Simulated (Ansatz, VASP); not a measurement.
Rh: VASP beside Ansatz

```
Rh
1.0
     2.69126    0.00000    0.00000
    -1.34563    2.33070    0.00000
     0.00000    0.00000    4.36408
Rh
2
Direct
  0.66667 0.33333 0.75000
  0.33333 0.66667 0.25000
```

Alike in both runs: task electric field gradients; functional PBE; dispersion D3(BJ); k mesh 6 × 6 × 4; occupations gaussian, width 0.1 eV; no spin polarisation.

|  | VASP | Ansatz |
| --- | --- | --- |
| version | VASP 6.6.1 | Ansatz 0.2.0 |
| potentials or method | VASP PAW PBE potentials, release 64 (Rh_pv) | scalar-relativistic, plane waves, PAW |
| plane-wave cutoff (eV) | 520 | 420 |
| valence electrons in the cell | 30 | 34 |

|  | VASP | Ansatz | Ansatz less VASP |
| --- | --- | --- | --- |
| gap on the k mesh at the Fermi level (eV) | none | none | - |
| pressure (GPa) | 0.4 | 0.4 | -0.05 |
| largest component of the traceless stress (GPa) | 3.77 | 3.81 | +0.037 |

A gap of «none» marks a metal or a gap that the smearing closes. The two sets of potentials don't hold the same shells in valence. Ansatz warned: «gradients_without_spin_orbit».

Caveats: the k mesh is coarse (spacing up to 0.45 Å⁻¹), so the values aren't converged; pairwise dispersion overbinds metals, which lowers pressure and volume.
